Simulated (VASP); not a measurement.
# AlN (P6_3mc) in VASP: notebook

One crystal, AlN, is run at these levels: PBE; tasks: relaxation of cell and atoms.

All numbers are computed with VASP 6.6.1; they aren't measurements. Logs are shortened: lines on timing, memory, paths and dates and some standing lists are left out, and cuts for length are marked.

## 1. The structure

The structure is hexagonal, space group P6_3mc (No. 186). Conventional cell: a = 3.113 Å, b = 3.113 Å, c = 4.981 Å, α = 90.00°, β = 90.00°, γ = 120.00°. Al (site symmetry 3m) has 4 N at 1.89 Å as nearest neighbours. N (site symmetry 3m) is surrounded by 4 Al at 1.89 Å.

## 2. Relaxation of cell and atoms, PBE

INCAR

```
SYSTEM = AlN
ALGO = Normal ; EDIFF = 1E-7
EDIFFG = -0.002 ; ENCUT = 520
GGA = PE ; IBRION = 2
ISIF = 3 ; ISMEAR = 0
LASPH = .TRUE. ; LCHARG = .FALSE.
LREAL = .FALSE. ; LWAVE = .FALSE.
NELM = 100 ; NSW = 80
PREC = Accurate ; SIGMA = 0.02
```

KPOINTS

```
k-points
0
G
  18 18 10
  0 0 0
```

POSCAR

```
AlN
1.0
    3.1130000000      0.0000000000      0.0000000000
   -1.5565000000      2.6959370800      0.0000000000
    0.0000000000      0.0000000000      4.9810000000
Al N
2 2
Direct
    0.3333333300      0.6666666700      0.0000000000
    0.6666666700      0.3333333300      0.5000000000
    0.3333333300      0.6666666700      0.3800000000
    0.6666666700      0.3333333300      0.8800000000
```

Potentials or basis: VASP PAW PBE potentials, release 64 (Al, N).

Run with:

```sh
cat potpaw_PBE.64/Al/POTCAR potpaw_PBE.64/N/POTCAR > POTCAR
mpirun -np 1 vasp_std > vasp.out
```

OUTCAR:

```text
SYSTEM = AlN
   EDIFF = 1E-7
   EDIFFG = -0.002
   ENCUT = 520
   GGA = PE
   IBRION = 2
   ISIF = 3
   ISMEAR = 0
   LASPH = .TRUE.
   LREAL = .FALSE.
   NELM = 100
   NSW = 80
   PREC = Accurate

 ion  position               nearest neighbor table
   1  0.333  0.667  0.000-   3 1.89   4 1.89   4 1.89   4 1.89   2 3.07   2 3.07   2 3.07   2 3.07
                             2 3.07   2 3.07
   2  0.667  0.333  0.500-   4 1.89   3 1.89   3 1.89   3 1.89   1 3.07   1 3.07   1 3.07   1 3.07
                             1 3.07   1 3.07
   3  0.333  0.667  0.380-   1 1.89   2 1.89   2 1.89   2 1.89
   4  0.667  0.333  0.880-   2 1.89   1 1.89   1 1.89   1 1.89

  LATTYP: Found a hexagonal cell.
 ALAT       =     3.1130000000
 C/A-ratio  =     1.6000642467

  Lattice vectors:

 A1 = (   3.1130000000,   0.0000000000,   0.0000000000)
 A2 = (  -1.5565000000,   2.6959370800,   0.0000000000)
 A3 = (   0.0000000000,   0.0000000000,   4.9810000000)

Analysis of symmetry for initial positions (statically):
=====================================================================
 Subroutine PRICEL returns:
 Original cell was already a primitive cell.

 Routine SETGRP: Setting up the symmetry group for a
 hexagonal supercell.

 Subroutine GETGRP returns: Found 12 space group operations
 (whereof  6 operations were pure point group operations)
 out of a pool of 24 trial point group operations.

The static configuration has the point symmetry C_3v.
 The point group associated with its full space group is C_6v.

Analysis of symmetry for dynamics (positions and initial velocities):
=====================================================================
 Subroutine PRICEL returns:
 Original cell was already a primitive cell.

 Routine SETGRP: Setting up the symmetry group for a
 hexagonal supercell.

 Subroutine GETGRP returns: Found 12 space group operations
 (whereof  6 operations were pure point group operations)
 out of a pool of 24 trial point group operations.

The dynamic configuration has the point symmetry C_3v.
 The point group associated with its full space group is C_6v.

 Subroutine INISYM returns: Found 12 space group operations
 (whereof  6 operations are pure point group operations),
 and found     1 'primitive' translations

----------------------------------------------------------------------------------------

                                     Primitive cell

  volume of cell :      41.8028

  direct lattice vectors                    reciprocal lattice vectors
     3.113000000  0.000000000  0.000000000     0.321233537  0.185464269  0.000000000
    -1.556500000  2.695937080  0.000000000     0.000000000  0.370928538  0.000000000
     0.000000000  0.000000000  4.981000000     0.000000000  0.000000000  0.200762899

  length of vectors
     3.113000000  3.112999998  4.981000000     0.370928538  0.370928538  0.200762899

  position of ions in fractional coordinates (direct lattice)
     0.333333330  0.666666670  0.000000000
     0.666666670  0.333333330  0.500000000
     0.333333330  0.666666670  0.380000000
     0.666666670  0.333333330  0.880000000

  ion indices of the primitive-cell ions
   primitive index   ion index
                 1           1
                 2           2
                 3           3
                 4           4

----------------------------------------------------------------------------------------

 KPOINTS: k-points

Automatic generation of k-mesh.
 Grid dimensions read from file:
 generate k-points for:   18   18   10

 Generating k-lattice:

  Cartesian coordinates                     Fractional coordinates (reciprocal lattice)
     0.017846308  0.010303571  0.000000000     0.055555556 -0.000000000  0.000000000
     0.000000000  0.020607141  0.000000000     0.000000000  0.055555556  0.000000000
     0.000000000  0.000000000  0.020076290     0.000000000  0.000000000  0.100000000

  Length of vectors
     0.020607141  0.020607141  0.020076290

  Shift w.r.t. Gamma in fractional coordinates (k-lattice)
     0.000000000  0.000000000  0.000000000

 Subroutine IBZKPT returns following result:
 ===========================================

 Found    222 irreducible k-points:

 Following reciprocal coordinates:
            Coordinates               Weight
  0.000000  0.000000  0.000000      1.000000
  0.055556  0.000000  0.000000      6.000000
  0.111111  0.000000  0.000000      6.000000
  0.166667  0.000000  0.000000      6.000000
  0.222222  0.000000  0.000000      6.000000
  0.277778  0.000000  0.000000      6.000000
[... 16 lines left out ...]
  0.333333  0.111111  0.000000     12.000000
  0.388889  0.111111  0.000000     12.000000
 [... further k-points ...]
   k-points           NKPTS =    222   k-points in BZ     NKDIM =    222   number of bands    NBANDS=     12
   number of dos      NEDOS =    301   number of ions     NIONS =      4
   total plane-waves  NPLWV =  23040
   dimension x,y,z NGX =    24 NGY =   24 NGZ =   40
   dimension x,y,z NGXF=    48 NGYF=   48 NGZF=   80
   ions per type =               2   2
   NGX,Y,Z   is equivalent  to a cutoff of  12.82, 12.82, 13.35 a.u.
   NGXF,Y,Z  is equivalent  to a cutoff of  25.63, 25.63, 26.70 a.u.
 SYSTEM =  AlN
   PREC   = accura    normal or accurate (medium, high low for compatibility)
   ISTART =      0    job   : 0-new  1-cont  2-samecut
   ICHARG =      2    charge: 1-file 2-atom 10-const
   ISPIN  =      1    spin polarized calculation?
   LNONCOLLINEAR =      F non collinear calculations
   LSORBIT =      F    spin-orbit coupling
   LASPH  =      T    aspherical Exc in radial PAW
   ENCUT  =  520.0 eV  38.22 Ry    6.18 a.u.   5.79  5.79  9.26*2*pi/ulx,y,z
   NELM   =    100;   NELMIN=  2; NELMDL= -5     # of ELM steps
   EDIFF  = 0.1E-06   stopping-criterion for ELM
   LREAL  =      F    real-space projection
   EDIFFG = -.2E-02   stopping-criterion for IOM
   NSW    =     80    number of steps for IOM
   IBRION =      2    ionic relax: 0-MD 1-quasi-New 2-CG
   NFREE  =      1    steps in history (QN), initial steepest desc. (CG)
   ISIF   =      3    stress and relaxation
   ISYM   =      2    0-nonsym 1-usesym 2-fastsym
   POTIM  = 0.5000    time-step for ionic-motion
   TEBEG  =    0.0;   TEEND  =   0.0 temperature during run
   PSTRESS=    0.0 pullay stress
   NELECT =      16.0000    total number of electrons
   NUPDOWN=      -1.0000    fix difference up-down
   EMIN   =  10.00;   EMAX   =-10.00  energy-range for DOS
   EFERMI =   0.00;   METHOD = LEGACY
   ISMEAR =     0;   SIGMA  =   0.02  broadening in eV -4-tet -1-fermi 0-gaus
   EFERMI_NEDOS =   21; number of points for ismear=-14 and -15
   IALGO  =     38    algorithm
   IMIX   =      4    mixing-type and parameters
     AMIX     =   0.40;   BMIX     =  1.00
     AMIX_MAG =   1.60;   BMIX_MAG =  1.00
  volume/ion in A,a.u.               =      10.45        70.52
  Fermi-wavevector in a.u.,A,eV,Ry     =   1.188629  2.246183 19.222843  1.412839
  Thomas-Fermi vector in A             =   2.324754
   LORBIT       =      0    0 simple, 1 ext, 2 COOP (PROOUT), +10 PAW based schemes
   GGA     = PE    functional components
   LHFCALC =     F    Hartree Fock is set to
   AEXX    =    0.0000 exact exchange contribution
   IVDW    =     0    specifies the selected vdW correction
   LEPSILON=     F    determine dielectric tensor
   LRPA    =     F    only Hartree local field effects (RPA)
 conjugate gradient relaxation of ions
 non-spin polarized calculation
 Gauss-broadening in eV      SIGMA  =   0.02
  energy-cutoff  :      520.00
  volume of cell :       41.80
 maximum number of plane-waves:      1152
 NGX is ok and might be reduce to    24
   NGX = 11   NGY = 11   NGZ = 19

--------------------------------------- Ionic step        1  -------------------------------------------

 number of electron      15.9999997 magnetization

 Free energy of the ion-electron system (eV)
  ---------------------------------------------------
  ext. energy  EPLUGINS =         0.00000000
  ---------------------------------------------------
  free energy    TOTEN  =       -29.77128467 eV

  energy without entropy =      -29.77128467  energy(sigma->0) =      -29.77128467

------------------------ aborting loop because EDIFF is reached ----------------------------------------

  FORCE on cell =-STRESS in cart. coord.  units (eV):
  Direction    XX          YY          ZZ          XY          YZ          ZX
  --------------------------------------------------------------------------------------
  -------------------------------------------------------------------------------------
  Total        0.7574487      0.7574487      1.1902328      0.0000000      0.0000000     -0.0000000
  in kB       29.0307597     29.0307596     45.6180890      0.0000000      0.0000000     -0.0000000
  external PRESSURE =      34.5598694 kB  Pullay stress =       0.0000000 kB
[... 251 lines left out ...]
  energy  without entropy=      -29.7801191130  energy(sigma->0) =      -29.78011911

--------------------------------------- Ionic step        8  -------------------------------------------

 number of electron      15.9999998 magnetization

 Free energy of the ion-electron system (eV)
  ---------------------------------------------------
  ext. energy  EPLUGINS =         0.00000000
  ---------------------------------------------------
  free energy    TOTEN  =       -29.78012014 eV

  energy without entropy =      -29.78012014  energy(sigma->0) =      -29.78012014

 E-fermi :   6.0773     XC(G=0): -10.8329

 val. band max:        5.9757034124   @ k =   0.0000   0.0000   0.0000
 cond. band min:      10.0320516198   @ k =   0.0000   0.0000   0.0000
 fundamental gap:      4.0563482074
 Fermi energy:         6.0772599842

 k-point     1 :       0.0000    0.0000    0.0000
  band No.  band energies     occupation
      1      -9.0982      2.00000
      2      -7.0122      2.00000
      3       0.0647      2.00000
      4       5.1326      2.00000
      5       5.1326      2.00000
      6       5.7749      2.00000
      7       5.7749      2.00000
      8       5.9757      2.00000
      9      10.0321      0.00000
     10      12.4991      0.00000
     11      16.4428      0.00000
     12      17.0157      0.00000
[... 331 lines left out ...]
 k-point    24 :       0.3889    0.1111    0.0000
  band No.  band energies     occupation
      1      -7.2209      2.00000
      2      -6.4703      2.00000
      3       0.8240      2.00000
      4       2.0134      2.00000
      5       2.5994      2.00000
      6       3.5088      2.00000
      7       4.3713      2.00000
      8       4.9021      2.00000
      9      11.7496      0.00000
     10      12.4561      0.00000
     11      14.2907      0.00000
     12      16.0226      0.00000

 [... further k-points ...]

------------------------ aborting loop because EDIFF is reached ----------------------------------------

  FORCE on cell =-STRESS in cart. coord.  units (eV):
  Direction    XX          YY          ZZ          XY          YZ          ZX
  --------------------------------------------------------------------------------------
  -------------------------------------------------------------------------------------
  Total       -0.0000040     -0.0000040     -0.0038421      0.0000000      0.0000000     -0.0000000
  in kB       -0.0001501     -0.0001501     -0.1447633      0.0000000      0.0000000     -0.0000000
  external PRESSURE =      -0.0483545 kB  Pullay stress =       0.0000000 kB
[... 19 lines left out ...]
  FREE ENERGIE OF THE ION-ELECTRON SYSTEM (eV)
  ---------------------------------------------------
  free  energy   TOTEN  =       -29.7801201353 eV

  energy  without entropy=      -29.7801201353  energy(sigma->0) =      -29.78012014

 reached required accuracy - stopping structural energy minimisation
```

It took 1.8 min on 1 thread of Intel Xeon 6975P-C (Granite Rapids), shared host; peak memory 0.24 GiB.

What came out:

| Item | Value |
| --- | --- |
| Free energy | -29.7801 eV |
| Relaxed volume | 10.63 Å³/atom |
| Relaxed cell | a = 3.129 Å, b = 3.129 Å, c = 5.016 Å, α = 90.00°, β = 90.00°, γ = 120.00° |
| Space group after relaxing (to 0.05 Å) | P6_3mc (No. 186) |
| Energy gained by relaxing | 2.2 meV/atom |
| Ionic steps | 8 |
| Pressure after relaxing | 0.0 GPa |
| Band gap on the k mesh | 4.06 eV, direct |

Step by step:
| step | energy change (eV) | largest force (eV/Å) | pressure (GPa) | volume (Å³) |
| --- | --- | --- | --- | --- |
| 1 | 0.0000 | 0.1289 | 3.46 | 41.80 |
| 2 | -0.0019 | 0.0913 | -2.90 | 43.18 |
| 3 | -0.0088 | 0.0034 | 0.00 | 42.52 |
| 4 | -0.0088 | 0.0059 | 0.07 | 42.51 |
| 5 | -0.0088 | 0.0066 | 0.05 | 42.51 |
| 6 | -0.0088 | 0.0070 | 0.04 | 42.51 |
| 7 | -0.0088 | 0.0022 | -0.02 | 42.53 |
| 8 | -0.0088 | 0.0007 | 0.00 | 42.52 |

Final structure:
```yaml
crystal:
  lattice:
    - [3.12857, 0.00000, 0.00000]
    - [-1.56429, 2.70942, 0.00000]
    - [0.00000, 0.00000, 5.01646]
  atoms:
    - { symbol: Al, position: [0.33333, 0.66667, 0.99926] }
    - { symbol: Al, position: [0.66667, 0.33333, 0.49926] }
    - { symbol: N, position: [0.33333, 0.66667, 0.38074] }
    - { symbol: N, position: [0.66667, 0.33333, 0.88074] }
```

Levels at points of the mesh, in eV from the valence-band top:
| k point | band 6 | band 7 | band 8 | band 9 | band 10 | band 11 |
| --- | --- | --- | --- | --- | --- | --- |
| (0.00, 0.00, 0.00) | -0.20 | -0.20 | 0.00 | 4.06 | 6.52 | 10.47 |
| (0.50, 0.00, 0.00) | -2.05 | -1.74 | -0.68 | 5.76 | 5.77 | 8.04 |
| (0.00, 0.00, 0.50) | -0.53 | -0.53 | -0.53 | 6.32 | 6.32 | 10.18 |
| (0.50, 0.00, 0.50) | -1.44 | -1.35 | -1.35 | 5.25 | 5.25 | 9.15 |

(Continued in part 2 of 2.)
